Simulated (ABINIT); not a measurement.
Here is an ABINIT 10.8.3 (patched build) calculation.

Contents of run.abi:

```
# Pseudopotentials
pp_dirpath "./"
pseudos "Hf.GGA_PBE-JTH.xml, O.GGA_PBE-JTH.xml"

# Structure
acell 6.8348581746 6.8348581746 6.8348581746
rprim
     0.0000000000     0.7071067812     0.7071067812
     0.7071067812     0.0000000000     0.7071067812
     0.7071067812     0.7071067812     0.0000000000
ntypat 2
znucl 72 8
natom 3
typat 1 2 2
xred
     0.0090260000     0.0007760000    -0.0152430000
     0.7464370000     0.7487370000     0.7572420000
     0.2510910000     0.2400870000     0.2500430000
chkprim 0
chksymtnons 0
tolsym 1.0e-6

# Plane-wave basis
ecut 23.0
pawecutdg 45.0

# k points
kptopt 1
ngkpt 9 9 9
nshiftk 1
shiftk 0.0 0.0 0.0

# Exchange and correlation
ixc 11

# Bands and occupations
nband 16
occopt 3
tsmear 0.05 eV

# SCF cycle
nstep 100
tolvrs 1.0e-9

# Output
iomode 3
prtwf 0
prteig 0
prtebands 0
prtden 1
prtvha 1
prtvclmb 1
prtpot 1
```

Potentials or basis: JTH PAW PBE v2.0.

Launch:

```bash
$ abinit run.abi > log 2>&1
```

Question: Predict the pressure.

Answer: -5.4 GPa.

Question: Estimate the band gap on the k mesh.

Answer: 3.84 eV, indirect (least direct gap 3.95 eV).

Forces on the atoms (eV/Å):
```
Hf   0.136  0.065 -0.160
O   -0.415 -0.069 -0.028
O    0.279  0.004  0.188
```

Caveat: spin-orbit coupling is left out, which moves the levels of the heavy elements; an odd mesh through Γ misses points on the zone boundary, where band edges often lie.
